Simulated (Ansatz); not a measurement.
# Pd: the cost of one run

Computed with Ansatz 0.2.0 (DFT r2SCAN, scalar-relativistic, plane waves, PAW).

### 1 The system as given

Symmetry: Im-3m, No. 229, cubic system. The conventional cell has a = 3.145 Å, b = 3.145 Å, c = 3.145 Å, α = 90.00°, β = 90.00°, γ = 90.00°. Around Pd (site symmetry m-3m) lie 8 Pd at 2.72 Å.

As a file:

```
CELL_PARAMETERS angstrom
-1.57228 1.57228 1.57228
1.57228 -1.57228 1.57228
1.57228 1.57228 -1.57228
ATOMIC_POSITIONS crystal
Pd 0.00000 0.00000 0.00000
```

The structure comes from the Materials Project (structure only).

### 2 Another functional, on a distorted cell: r2SCAN

Against the listed cell: strain xx, yy, zz, yz, xz, xy = +3.8, +3.8, +3.8, +0.0, +0.0, +0.0 %.

Contents of input.yaml:

```yaml
crystal:
  lattice:
    - [-1.6319647868, 1.6319647868, 1.6319647868]
    - [1.6319647868, -1.6319647868, 1.6319647868]
    - [1.6319647868, 1.6319647868, -1.6319647868]
  atoms:
    - { symbol: Pd, position: [0.0, 0.0, 0.0] }
basis:
  ecutwfc: 500
kpoints:
  mp_grid: { grid: [18, 18, 18] }
hamiltonian:
  xc: r2scan
scf:
  occupations: { method: gaussian, width: 0.1 }
output:
  forces: true
  stress: true
  eigenvalues: true
```

On the command line:

```bash
ansatz run input.yaml --threads 1 --pin off --max-ram 1331MiB --backend cpu --events-out ev --progress --plain --runs-dir out
```

**Question.** How long does this run take on 1 thread of an x86-64 CPU, shared host, and how much memory does it need?

About 11 s, with a peak of 0.4 GiB.
